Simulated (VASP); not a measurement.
Si:

```
Si
1.0
     0.00000    1.91083    1.91083
     1.91083    0.00000    1.91083
     1.91083    1.91083    0.00000
Si
1
Direct
  0.00000 0.00000 0.00000
```

This isn't the form of Si at room conditions, which is diamond.

| Item | Value |
| --- | --- |
| Program | VASP 6.6.1 |
| Task | relaxation of cell and atoms |
| Functional | PBE |
| Dispersion | D3(BJ) |
| Potentials or basis | VASP PAW PBE potentials, release 64 (Si) |
| Cutoff | 600 eV |
| k mesh | 16 × 16 × 16 |
| Occupations | methfessel-paxton, width 0.1 eV |
| Spin | no spin polarisation |

At the start: pressure -2.2 GPa; volume 13.95 Å³/atom.

How do energy, volume and symmetry change on relaxing?

Over 3 steps the energy falls by 2.2 meV/atom and the volume is 13.64 Å³/atom (-2.2 %); space group Fm-3m (No. 225, to 0.05 Å).

Step by step:
```tsv
step	energy change (eV)	largest force (eV/Å)	pressure (GPa)	volume (Å³)
1	0.0000	0.0000	-2.20	13.95
2	-0.0020	0.0000	0.56	13.57
3	-0.0022	0.0000	0.01	13.64
```

Final structure:
```yaml
crystal:
  lattice:
    - [0.00000, 1.89656, 1.89656]
    - [1.89656, 0.00000, 1.89656]
    - [1.89656, 1.89656, 0.00000]
  atoms:
    - { symbol: Si, position: [0.00000, 0.00000, 0.00000] }
```

Caveat: pairwise dispersion overbinds metals, which lowers pressure and volume.
